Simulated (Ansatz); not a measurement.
Wanted: the native input for an Ansatz 0.2.0 run.

| Quantity | Value |
| --- | --- |
| Task | single point |
| Functional | PBE |
| Potentials or basis | Ansatz PAW |
| Cutoff | 420 eV (not typed: the program's choice for these potentials) |
| k mesh | 8 × 8 × 8 |
| Occupations | gaussian, width 0.016 eV |
| Spin | collinear spin, ferromagnetic start |
| Starting moments | [1.0, 1.0, 1.0, 0.0] μB |

AlNi3:

```
Ni Al
1.0
     3.52305    0.00000    0.00000
     0.00000    3.52305    0.00000
     0.00000    0.00000    3.52305
Ni Al
3 1
Direct
  0.50000 0.50000 0.00000
  0.50000 0.00000 0.50000
  0.00000 0.50000 0.50000
  0.00000 0.00000 0.00000
```

The cell is a database's computed one.

These files were run (other wordings do the same):

input.yaml

```yaml
crystal:
  lattice:
    - [3.5230547267, 0.0, 0.0]
    - [0.0, 3.5230547267, 0.0]
    - [0.0, 0.0, 3.5230547267]
  atoms:
    - { symbol: Ni, position: [0.5, 0.5, 0.0], spin: 1.0 }
    - { symbol: Ni, position: [0.5, 0.0, 0.5], spin: 1.0 }
    - { symbol: Ni, position: [0.0, 0.5, 0.5], spin: 1.0 }
    - { symbol: Al, position: [0.0, 0.0, 0.0] }
hamiltonian:
  xc: pbe
  pseudopotentials: { kind: paw }
magnetization:
  spin_polarized: true
kpoints:
  mp_grid: { grid: [8, 8, 8] }
scf:
  occupations: { method: gaussian, width: 0.016 }
output:
  forces: true
  stress: true
  eigenvalues: true
  write_density: true
  write_potential: true
  elf: true
  volumetric_format: npy
```

Potentials or basis: Ansatz PAW.

Launch:

```bash
$ ansatz run input.yaml --threads 2 --pin off --max-ram 5632MiB --backend cpu --events-out ev --progress --plain --runs-dir out
```

It gave:

| Property | Result |
| --- | --- |
| Pressure | 7.4 GPa |
| Band gap on the k mesh | none (metal or under the smearing width) |
| Net moment | 0.82 μB per cell |
| Absolute moment | 1.01 μB per cell |
| Site moments | Ni +0.30; Al -0.02 μB |

It took 4.1 s on 2 threads of Intel(R) Xeon(R) 6975P-C (Granite Rapids) (shared host), peak memory 0.49 GiB.
